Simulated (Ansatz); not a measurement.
SnO: relaxation of cell and atoms

Theory: Ansatz 0.2.0, DFT, PBE, PAW with Ansatz's default frozen-core files, scalar-relativistic.

Command: `ansatz run input.yaml --threads 1 --pin off --max-ram 2048MiB --backend cpu --events-out ev --progress --plain --runs-dir out` The run took 18 s on 1 thread of AMD EPYC 9B14 (Zen 4), on a shared host, peak memory 0.42 GiB.

```yaml
crystal:
  lattice:
    - [0.0, 2.2784552067, 2.2784552067]
    - [2.2784552067, 0.0, 2.2784552067]
    - [2.2784552067, 2.2784552067, 0.0]
  atoms:
    - { symbol: Sn, position: [0.0, 0.0, 0.0] }
    - { symbol: O, position: [0.25, 0.25, 0.25] }
kpoints:
  mp_grid: { grid: [12, 12, 12] }
scf:
  occupations: { method: fermi_dirac, width: 0.08 }
hamiltonian:
  xc: pbe
  pseudopotentials: { kind: paw }
output:
  forces: true
  stress: true
  write_density: true
  write_potential: true
  elf: true
  volumetric_format: npy
relax:
  f_tol: 0.005
  max_steps: 80
  cell: {}
```

No spin–orbit coupling, which matters for the heavy atoms here.

The cell is built from the zincblende type as a first guess.

The cutoff is 420 eV; energies and pressures of the walk include the program's estimate of the Pulay term.

Each frame lists the cell vectors (Å), then Cartesian positions (Å); symmetry keeps all forces zero. Free energies count from the first step, -6587.5044 eV.

The walk took 11 evaluations in all; steps that aren't listed are left out.

Step 1: E = 0.0 meV, P = 97.81 GPa

```
cell 0.0000 2.2785 2.2785 2.2785 0.0000 2.2785 2.2785 2.2785 0.0000
Sn    0.0000    0.0000    0.0000
O     1.1392    1.1392    1.1392
```

Step 2: E = -1626.3 meV, P = 51.82 GPa

```
cell 0.0000 2.3895 2.3895 2.3895 0.0000 2.3895 2.3895 2.3895 0.0000
Sn    0.0000    0.0000    0.0000
O     1.1948    1.1948    1.1948
```

Step 3: E = -2516.6 meV, P = 23.56 GPa

```
cell 0.0000 2.5003 2.5003 2.5003 0.0000 2.5003 2.5003 2.5003 0.0000
Sn    0.0000    0.0000    0.0000
O     1.2502    1.2502    1.2502
```

Step 4: E = -2852.4 meV, P = 3.65 GPa

```
cell 0.0000 2.6101 2.6101 2.6101 0.0000 2.6101 2.6101 2.6101 0.0000
Sn    0.0000    0.0000    0.0000
O     1.3051    1.3051    1.3051
```

Step 5: E = -2860.6 meV, P = 0.15 GPa

```
cell 0.0000 2.6325 2.6325 2.6325 0.0000 2.6325 2.6325 2.6325 0.0000
Sn    0.0000    0.0000    0.0000
O     1.3162    1.3162    1.3162
```

Step 6: E = -2860.5 meV, P = 0.00 GPa

```
cell 0.0000 2.6334 2.6334 2.6334 0.0000 2.6334 2.6334 2.6334 0.0000
Sn    0.0000    0.0000    0.0000
O     1.3167    1.3167    1.3167
```

Step 7: E = -3170.8 meV, P = 8.73 GPa (the cell of the step before, solved again on a basis chosen afresh, hence the jump)

Step 8: E = -3254.2 meV, P = 3.39 GPa

```
cell 0.0000 2.6916 2.6916 2.6916 0.0000 2.6916 2.6916 2.6916 0.0000
Sn    0.0000    0.0000    0.0000
O     1.3458    1.3458    1.3458
```

Step 9: E = -3266.3 meV, P = 0.44 GPa

```
cell 0.0000 2.7314 2.7314 2.7314 0.0000 2.7314 2.7314 2.7314 0.0000
Sn    0.0000    0.0000    0.0000
O     1.3657    1.3657    1.3657
```

(1) How does the relaxation end?

Results:

(1) It converges, with a = 5.475 Å, b = 5.475 Å, c = 5.475 Å, α = 90.00°, β = 90.00°, γ = 90.00° (conventional cell, space group F-43m). The last solve (on a basis chosen afresh for the final cell, so its energy is not quite comparable) gives E = -3283.6 meV, P = 0.04 GPa:
```
cell 0.0000 2.7376 2.7376 2.7376 0.0000 2.7376 2.7376 2.7376 0.0000
Sn    0.0000    0.0000    0.0000
O     1.3688    1.3688    1.3688
```
